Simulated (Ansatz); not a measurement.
## Evanescent states of SrF₂ (Fm-3m, fluorite, 3 atoms a cell, 16.2 Å³ an atom) along the normal of (111)

These are r2SCAN (plane waves, PAW; Ansatz, a quantum-chemistry and plane-wave program) values and carry that method's errors.

No gap correction and no spin-orbit coupling; mid-gap is the computed energy nearest the middle.

Energies count from the valence-band top; κ is the least over a 12×12 mesh across the current.

```
E (eV)  κ (1/Å)  where
------  -------  -----
0.17      0.287      Γ
0.51      0.395      Γ
0.85      0.457      Γ
1.19      0.498      Γ
1.53      0.525      Γ
1.87          …      Γ
2.21          …      Γ
2.55          …      Γ
2.89          …      Γ
3.23          …      Γ
3.57          …      Γ
3.91          …      Γ
4.25          …      Γ
4.59          …      Γ
4.93          …      Γ
5.27          …      Γ
5.61          …      Γ
5.95      0.422      Γ
6.29      0.384      Γ
6.63      0.337      Γ
6.97      0.276      Γ
7.31      0.188      Γ
```

### Question
Some entries are withheld; supply them.

### Answer

- 1.87, κ (1/Å): 0.543
- 2.21, κ (1/Å): 0.555
- 2.55, κ (1/Å): 0.561
- 2.89, κ (1/Å): 0.563
- 3.23, κ (1/Å): 0.561
- 3.57, κ (1/Å): 0.556
- 3.91, κ (1/Å): 0.547
- 4.25, κ (1/Å): 0.535
- 4.59, κ (1/Å): 0.520
- 4.93, κ (1/Å): 0.502
- 5.27, κ (1/Å): 0.480
- 5.61, κ (1/Å): 0.453
